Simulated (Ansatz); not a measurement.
HfN: the change of pressure with volume scale

All results are calculated (Ansatz 0.2.0). Periodic Kohn-Sham DFT of a crystal at fixed atoms, scaled to volume_scale times the given cell; pressure positive in compression, energy less spherical unpolarised free atoms, largest_vzz the field gradient of largest size among the nuclei.

The cell before it is scaled or strained (space group Fm-3m, No. 225):
```
CELL_PARAMETERS angstrom
0.00000 2.25900 2.25900
2.25900 0.00000 2.25900
2.25900 2.25900 0.00000
ATOMIC_POSITIONS crystal
Hf 0.00000 0.00000 0.00000
N 0.50000 0.50000 0.50000
```

Settings of every row: method all-electron PAW; functional PBEsol; relativity scalar; k mesh 10x10x10; filling fermi-dirac; smearing width 0.01 eV; nucleus gaussian.

Atom start moment: 0 on all atoms.

Limits: no spin-orbit coupling on heavy atoms.

```csv
row,volume scale,V (Å³/atom),pressure (GPa)
1,0.94,10.836,16.214
2,0.96,11.067,9.129
3,0.98,11.297,2.76
4,0.99,11.413,-0.178
5,1,11.528,-2.965
6,1.01,11.643,-5.606
7,1.02,11.758,-8.111
8,1.04,11.989,?
9,1.06,12.22,-16.893
```

Question: what pressure should row 8 give?

Worked fit of pressure. Take u = (V_r/V)^(2/3) − 1 with V_r = 11.471 Å³ an atom, which is twice the finite (Eulerian) strain; such expansions in the strain, on which the Birch-Murnaghan equation of state is built, carry the rest volume and the bulk modulus. The shown rows have u = 0.0387, 0.02419, 0.01024, 0.00339, -0.0033, -0.00987, -0.01634, -0.04129. Least squares give pressure = −1.6078 + 416.693 × u + 1128.47 × u² GPa; a straight line predicts inner rows, each left out in turn, worse (root mean square 0.54 against 0.01 GPa). The rows lie off it by 0.006, -0.003, -0.017, 0.004, 0.006, 0.005, 0.004, -0.004 (root mean square 0.0074 GPa). The pressure vanishes at u = 0.0038, or V = 11.41 Å³ an atom, and there the bulk modulus at fixed shape and fractions is B = −V dP/dV = (2/3)(1 + u) dP/du = 285 GPa. The withheld row has u = -0.02902, so the fit gives −1.6078 + 416.693 × (-0.02902) + 1128.47 × (-0.02902)² = -12.750 GPa.

The calculation gave -12.737 GPa. The fit lies 0.013 GPa (0.039 % of the column's range) below it; its largest miss of a shown row is 0.017 GPa.
